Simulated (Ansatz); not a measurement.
# Cs (diamond type): how the settings move a single-point run

Question: which choices in the input matter for Cs (diamond type)?

Computed with Ansatz 0.2.0 (reference: DFT, PBE, all-electron LAPW, scalar-relativistic, unless a step's input says otherwise).

1 further run of the same task is left out (it didn't finish).

## 1. The starting structure

Symmetry: Fd-3m, No. 227, cubic system. Conventional cell: a = 9.640 Å, b = 9.640 Å, c = 9.640 Å, α = 90.00°, β = 90.00°, γ = 90.00°. Around Cs (site symmetry -43m) lie 4 Cs at 4.17 Å.

Structure file:

```cif
data_structure
_symmetry_space_group_name_H-M 'Fd-3m:1'
_symmetry_Int_Tables_number 227
_cell_length_a 9.6402
_cell_length_b 9.6402
_cell_length_c 9.6402
_cell_angle_alpha 90.000
_cell_angle_beta 90.000
_cell_angle_gamma 90.000
_cell_volume 895.89
loop_
_atom_site_label
_atom_site_type_symbol
_atom_site_symmetry_multiplicity
_atom_site_Wyckoff_symbol
_atom_site_fract_x
_atom_site_fract_y
_atom_site_fract_z
_atom_site_occupancy
Cs1 Cs 8 b 0.00000 0.50000 0.00000 1
```

## 2. Reference

File input.yaml:

```yaml
crystal:
  lattice:
    - [0.0, 4.8200830085, 4.8200830085]
    - [4.8200830085, 0.0, 4.8200830085]
    - [4.8200830085, 4.8200830085, 0.0]
  atoms:
    - { symbol: Cs, position: [-0.125, -0.125, -0.125] }
    - { symbol: Cs, position: [0.125, 0.125, 0.125] }
kpoints:
  mp_grid: { grid: [6, 6, 6] }
scf:
  occupations: { method: fermi_dirac, width: 0.08 }
hamiltonian:
  xc: pbe
  pseudopotentials: { kind: all_electron, lapw: { basis_error: 0.001 } }
output:
  forces: true
  stress: true
  eigenvalues: true
  populations: true
```

Launch:

```
$ ansatz run input.yaml --threads 1 --pin off --max-ram 2048MiB --backend cpu --events-out ev --progress --plain --runs-dir out
```

## 3. Changed: mixing.algorithm msr1, mixing.beta 0.7, xc_grid 2

Edit input.yaml of step 2 so:

```diff
@@ -12,2 +12,3 @@
   occupations: { method: fermi_dirac, width: 0.08 }
+  mixing: { algorithm: msr1, beta: 0.7 }
 hamiltonian:
@@ -20 +21,3 @@
   populations: true
+basis:
+  xc_grid: 2
```

Q: Predict the outcome of this session. Wanted: for each run, ending; energy change; pressure; gap; force.

As calculated:

| run | ending | energy change | pressure (GPa) | gap (eV) | force (eV/Å) | cycles | time |
| --- | --- | --- | --- | --- | --- | --- | --- |
| reference | converged | 0 | 0.6 | 0.00 | 0.00 | 7 | 4.3 s |
| 1: mixing.algorithm msr1, mixing.beta 0.7, xc_grid 2 | converged | 0.0 meV/atom | 0.6 | 0.00 | 0.00 | 7 | 4.2 s |

Residual by cycle in the longest SCF loop of each run; runs are numbered as in the table. The quantity is the density residual dr2, in eV.

| cycle | reference | run 1 |
| --- | --- | --- |
| 1 | 0.063 | 0.063 |
| 2 | 0.00622 | 0.0172 |
| 3 | 0.00204 | 0.00222 |
| 4 | 2.2e-4 | 2.2e-4 |
| 5 | 1.6e-5 | 1.9e-5 |
| 6 | 2.5e-7 | 2.9e-7 |
| 7 | 1.4e-8 | 1.6e-8 |

The changed input (mixing and numerical grids) leaves the energy the same to the digits printed.
